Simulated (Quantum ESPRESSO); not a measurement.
GaN, 4 atoms in the cell. It takes space group P6_3mc (No. 186, hexagonal). The conventional cell has a = 3.180 Å, b = 3.180 Å, c = 5.166 Å, α = 90.00°, β = 90.00°, γ = 120.00°. Around Ga (site symmetry 3m) lie 4 N at 1.94 to 1.95 Å. N (site symmetry 3m) has 4 Ga at 1.94 to 1.95 Å as nearest neighbours. 

```yaml
Program: Quantum ESPRESSO 7.5
Task: dielectric tensor
Functional: AM05
Potentials_or_basis: GBRV 1.5 PBE
Cutoff: 762 eV
Density_cutoff: 6095 eV
k_mesh: 6 × 6 × 4, shifted
Occupations: fermi-dirac, width 0.05 eV
Spin: no spin polarisation
Mixing_beta: 0.5
Most_SCF_iterations: 120
SCF_threshold: 8e-10 Ry
```

Potentials or basis: GBRV 1.5 PBE.

Command:

```bash
$ OMP_NUM_THREADS=1 pw.x -in pw.in > pw.out
$ OMP_NUM_THREADS=1 pw.x -in gamma.in > gamma.out
$ OMP_NUM_THREADS=1 pw.x -in scf2.in > scf2.out
$ OMP_NUM_THREADS=1 ph.x -in ph.in > ph.out
```

Hardware: 1 thread of Intel(R) Xeon(R) Processor @ 2.50GHz (Skylake/Cascade Lake) (shared host).

**Question.** How long does it take, and how much memory?

**Answer.** Wall time 9.2 min on 1 thread of Intel(R) Xeon(R) Processor @ 2.50GHz (Skylake/Cascade Lake), on a shared host, peak memory 0.24 GiB. Counts: scf iterations 14, k pools 1, bands 33, k points 14, g dense 48899.
